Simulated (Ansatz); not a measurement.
# MgSe: further runs on the relaxed cell

One table from this session's results is given with a row withheld; the runs are named, their logs left out.

The COD entry's cell or inner coordinates are ideal or old and differ from later refinements, so a difference from it is no clean test against experiment.

Method: DFT PBE, scalar-relativistic, plane waves, PAW, in Ansatz 0.2.0.

1 further run of the same task is left out (set aside as unsound or not needed).

## Starting point

Symmetry: Fm-3m, No. 225, cubic system. Conventional cell: a = 5.509 Å, b = 5.509 Å, c = 5.509 Å, α = 90.00°, β = 90.00°, γ = 90.00°. Mg (site symmetry m-3m) is surrounded by 6 Se at 2.75 Å. Se (site symmetry m-3m) is surrounded by 6 Mg at 2.75 Å.

Structure file:

```cif
data_structure
_symmetry_space_group_name_H-M 'P 1'
_symmetry_Int_Tables_number 1
_cell_length_a 3.8954
_cell_length_b 3.8954
_cell_length_c 3.8954
_cell_angle_alpha 60.000
_cell_angle_beta 60.000
_cell_angle_gamma 60.000
_cell_volume 41.80
loop_
_atom_site_label
_atom_site_type_symbol
_atom_site_fract_x
_atom_site_fract_y
_atom_site_fract_z
_atom_site_occupancy
Mg1 Mg 0.00000 0.00000 0.00000 1
Se1 Se 0.50000 0.50000 0.50000 1
```

It is the result of an earlier relaxation at this level (volume 20.90 Å³/atom; gap on the mesh: 1.77 eV).

The first run:

input.yaml

```yaml
crystal:
  lattice:
    - [0.0, 2.7544736754, 2.7544736754]
    - [2.7544736754, 0.0, 2.7544736754]
    - [2.7544736754, 2.7544736754, 0.0]
  atoms:
    - { symbol: Mg, position: [0.0, 0.0, 0.0] }
    - { symbol: Se, position: [0.5, 0.5, 0.5] }
basis:
  ecutwfc: 420
kpoints:
  mp_grid: { grid: [8, 8, 8] }
  band_path:
    path:
      - [[0.0, 0.0, 0.0], [0.5, 0.0, 0.5], [0.625, 0.25, 0.625]]
      - [[0.375, 0.375, 0.75], [0.0, 0.0, 0.0], [0.5, 0.5, 0.5], [0.5, 0.25, 0.75], [0.5, 0.0, 0.5]]
    npoints: 14
hamiltonian:
  xc: pbe
scf:
  occupations: { method: gaussian, width: 0.02 }
  n_extra_bands: 6
output:
  forces: true
  stress: true
  eigenvalues: true
  populations: true
  dos: { projected: true, de: 0.02, nscf_kmesh: { grid: [12, 12, 12] } }
  bader: true
  write_density: true
  write_potential: true
  elf: true
  volumetric_format: npy
```

Launch:

```console
ansatz run input.yaml --threads 1 --pin off --max-ram 2560MiB --backend cpu --events-out ev --progress --plain --runs-dir out
```

Steps of the session up to this table: Bands, states and charges; The cell under PBEsol; The cell under LDA; Relaxing with PBE+D3(BJ).

One of the session's tables, all rows but one given; the rest of the session is left out.

It belongs to the step «One structure, several functionals». 

```
functional  a (Å)  b (Å)  c (Å)  volume (Å³/atom)  gap on the mesh (eV)
       PBE  3.895  3.895  3.895             20.90                  1.77
    PBEsol  3.854  3.854  3.854             20.24                  1.77
       LDA  3.812  3.812  3.812             19.59                  1.72
PBE+D3(BJ)      ?      ?      ?                 ?                     ?
```

Estimate the missing values for PBE+D3(BJ).

As computed: a (Å): 3.835; b (Å): 3.835; c (Å): 3.835; volume (Å³/atom): 19.95; gap on the mesh (eV): 1.85. In the column «a (Å)» it lies between LDA (3.812) and PBEsol (3.854).
